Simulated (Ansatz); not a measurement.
**MgO (P-6m2), one atom moved along a line**

Method: Ansatz, DFT PBE, scalar-relativistic, plane waves, PAW. Settings: plane waves to 420 eV, k-mesh 6×6×6 (Γ-centred), Gaussian smearing 0.05 eV. No spin polarisation. Energies are free energies at this smearing, counted from the undisturbed cell; pressure is positive in compression.

The undisturbed cell (relaxed at this level; this form isn't the usual structure):

```
CELL_PARAMETERS angstrom
1.46886 2.54414 2.67979
-1.46886 -2.54414 2.67979
4.40659 -2.54414 0.00000
ATOMIC_POSITIONS crystal
Mg 0.50000 0.50000 0.00000
Mg 0.25000 0.75000 0.50000
Mg 0.75000 0.25000 0.50000
Mg 0.00000 0.00000 0.00000
O 0.75000 0.75000 0.33333
O 0.50000 0.00000 0.83333
O 0.00000 0.50000 0.83333
O 0.25000 0.25000 0.33333
```

Atom 5 (O) is moved by x along the Cartesian unit vector (1.000, 0.000, 0.000); the cell and all other atoms stay fixed.

```tsv
x (Å)	ΔE (meV/cell)
-0.6000	1620.1
-0.4000	673.8
-0.2000	160.2
0.0000	0.0
0.1000	39.5
0.2000	160.0
0.3000	367.8
0.4000	672.1
0.5000	1084.0
0.6000	1614.2
```

Cost: 10 runs of about 1.3 core-minutes in all, on Intel Xeon 6975P-C (Granite Rapids) (shared hosts).